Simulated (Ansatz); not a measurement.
A 4-atom cell of MgO (P6_3/mmc) from a materials database, relaxed with r2SCAN: space group P6_3/mmc (No. 194), hexagonal; conventional cell a = 3.484 Å, c = 4.185 Å, 11.00 Å³ an atom. Mg is surrounded by 5 O at 2.01–2.09 Å; O is surrounded by 5 Mg at 2.01–2.09 Å. One-shot G0W0@r2SCAN in the PAW code Ansatz on a 6×6×4 mesh (contour deformation, no spin-orbit coupling), from an r2SCAN gap of 4.093 eV over the mesh points (the G0W0 gap is direct on the mesh); the number N of bands summed and the screening cutoff rise together. The values are computed, spin-unpolarised, and not measurements.

```
  N  cutoff (eV)  1000/N  G0W0 gap (eV)
 87           80  11.494          5.688
181          140   5.525          5.946
```

**Lay a straight line in 1000/N through these rows.** The slope is -0.0432 eV per unit of 1000/N and the intercept 6.185 eV.

**Predict the gap at N = 320 (210 eV).** 6.185 + (-0.0432) × 3.125 = 6.050 eV; the run gives 6.111 eV, +0.061 eV from the line.

**With that run's result added, what limit do the last two rows suggest?** Their slope is (6.111 − 5.946)/(3.125 − 5.525) = -0.0688, which meets 1/N = 0 at 6.33 eV, against 6.185 eV from the first line. The slope steepens, so 1/N isn't yet asymptotic and the true limit probably lies higher still; the k mesh isn't extrapolated.
